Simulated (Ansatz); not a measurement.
A 5-atom cell of BaHfO3 built on tetragonal BaTiO3 (relaxed group Pm-3m): a relaxation of cell and atoms in Ansatz 0.2.0 (r2SCAN). It starts from the PBE minimum.

Input file:
```yaml
crystal:
  lattice:
    - [4.2060836815, 0.0, 0.0]
    - [0.0, 4.2060836815, 0.0]
    - [0.0, 0.0, 4.2062413451]
  atoms:
    - { symbol: Ba, position: [0.5, 0.5, 0.5719987723] }
    - { symbol: Hf, position: [0.0, 0.0, 0.0719977533] }
    - { symbol: O, position: [0.0, 0.5, 0.0719987787] }
    - { symbol: O, position: [0.5, 0.0, 0.0719987787] }
    - { symbol: O, position: [0.0, 0.0, 0.5720029071] }
kpoints:
  mp_grid: { grid: [6, 6, 6] }
hamiltonian:
  xc: r2scan
scf:
  occupations: { method: fermi_dirac, width: 0.02 }
relax:
  f_tol: 0.005
  cell: {}
output:
  write_density: true
  write_potential: true
  elf: true
  volumetric_format: npy
```

Command: `ansatz run input.yaml --threads 2 --pin off --max-ram 29491MiB --backend cpu --events-out ev --progress --plain --runs-dir out`. Wall time 24 s on 2 threads of AMD EPYC 7R13 Processor (Zen 3), on a shared host, load about 0.9 per core; peak host memory 0.75 GiB.

Abridged output:
```
Warning: the atoms were moved onto the symmetric positions of the space group found under crystal.symmetry.tolerance 1.0e-5 (fractional […]
Warning: 32 symmetry operations that the atoms keep within the bar at which the run's group was sought (crystal.symmetry.tolerance 1.0e-5, or twice it) were not taken beside the 16 unitary ones that the detection took (of a slab, those that keep its plane). […]
Pseudopotential: Ba, paw, valence charge 10, recommended cutoff 500 eV (meta_gga)
Pseudopotential: Hf, paw, valence charge 26, recommended cutoff 500 eV (meta_gga)
Pseudopotential: O, paw, valence charge 6, recommended cutoff 500 eV (meta_gga)
Functional definition: r2SCAN
Crystal: 5 atoms, lattice volume = 74.413 Å³
Basis set: ecut = 500 eV, 1863 PW (Γ)
Bands: 33, of which v1, the nominal top of the filled ones, is band 27 counted from 1 (26 counted from 0)
Symmetry: 16 space group operations
Space group: P4/mmm (ITA 123)
k-points: 40 of 216
preconditioner: auto → Resta (q_TF=auto, 2.586 Å⁻¹)  ε∞=4.0  [insulator: Δε(μ)=4.302 eV  σ=0.020 eV  ℏωp=31.0 eV]
SCF 1 converged in 7 iterations: F = -23413.723376 eV  dr2 = 9.26e-8
relax step 1: F+E_penalty+E_count = -23413.72337572 eV  P = -3.396 GPa  Ω = 74.413 Å³
SCF 2 converged in 7 iterations: F = -23413.735220 eV  dr2 = 1.08e-8
relax step 2: F+E_penalty+E_count = -23413.73521960 eV  P = +2.057 GPa  Ω = 72.029 Å³
SCF 3 converged in 6 iterations: F = -23413.740361 eV  dr2 = 2.52e-7
relax step 3: F+E_penalty+E_count = -23413.74036115 eV  P = -0.071 GPa  Ω = 72.910 Å³
SCF 4 converged in 4 iterations: F = -23413.740377 eV  dr2 = 1.15e-9
relax step 4: F+E_penalty+E_count = -23413.74037663 eV  P = -0.001 GPa  Ω = 72.880 Å³
SCF 5 converged in 6 iterations: F = -23413.739908 eV  dr2 = 6.37e-12
relax step 5: F+E_penalty+E_count = -23413.73990774 eV  P = +0.005 GPa  Ω = 72.880 Å³  (SCF on a basis re-selected at this cell)
SCF converged after 6 iterations
Free energy (F): -23413.739908 eV
Fermi energy:    13.309542 eV
--- Stress (GPa, compression-positive) ---
        0.005680       0.000000       0.000000
        0.000000       0.005680       0.000000
        0.000000       0.000000       0.005049
  P = ⅓ Tr σ = 0.0055 GPa (0.055 kbar)
--- Relaxed structure (4 steps of the walk, 4 accepted, 1 SCFs on fresh bases) ---
  F+E_penalty+E_count = -23413.73990774 eV
  cell:  # Å, volume = 72.8801 Å³
    - [4.177047, 0.000000, 0.000000]
    - [0.000000, 4.177047, 0.000000]
    - [0.000000, 0.000000, 4.177058]
  atoms:
    - { symbol: Ba, position: [0.500000, 0.500000, 0.571999] }
    - { symbol: Hf, position: [0.000000, 0.000000, 0.071999] }
    - { symbol: O, position: [0.000000, 0.500000, 0.071999] }
    - { symbol: O, position: [0.500000, 0.000000, 0.071999] }
    - { symbol: O, position: [0.000000, 0.000000, 0.571999] }
```

Planar averages along the third cell vector, from rho_z.tsv and v_z.tsv (valence density with its augmentation; electrostatic potential energy of an electron, of which only differences have a meaning):
```
z (Å)  ρ (e/Å³)  v_es (eV)
 0.00     1.643       3.63
 0.26     2.333       1.50
 0.52     1.934       2.67
 0.78     0.954       6.52
 1.04     0.353      10.74
 1.31     0.196      11.84
 1.57     0.249      10.69
 1.83     0.396       7.94
 2.22     0.647       3.71
 2.48     0.673       3.31
 2.74     0.543       5.32
 3.00     0.362       8.61
 3.26     0.228      11.04
 3.52     0.204      11.81
 3.79     0.428      10.17
 4.05     1.136       5.62
```

In 4 steps the volume changed by -2.1 %; between the first SCF and the last, each on a basis chosen for its cell, the energy fell by 3.3 meV an atom. At the end: the symmetry is Pm-3m (No. 221, cubic); conventional cell a = 4.177 Å, 14.58 Å³ an atom. Around Ba lie 12 O at 2.95 Å; around Hf lie 6 O at 2.09 Å; around O lie 2 Hf at 2.09 Å and 4 Ba at 2.95 Å.

These are computed values for a spin-unpolarised cell that may be hypothetical; none is a measurement.
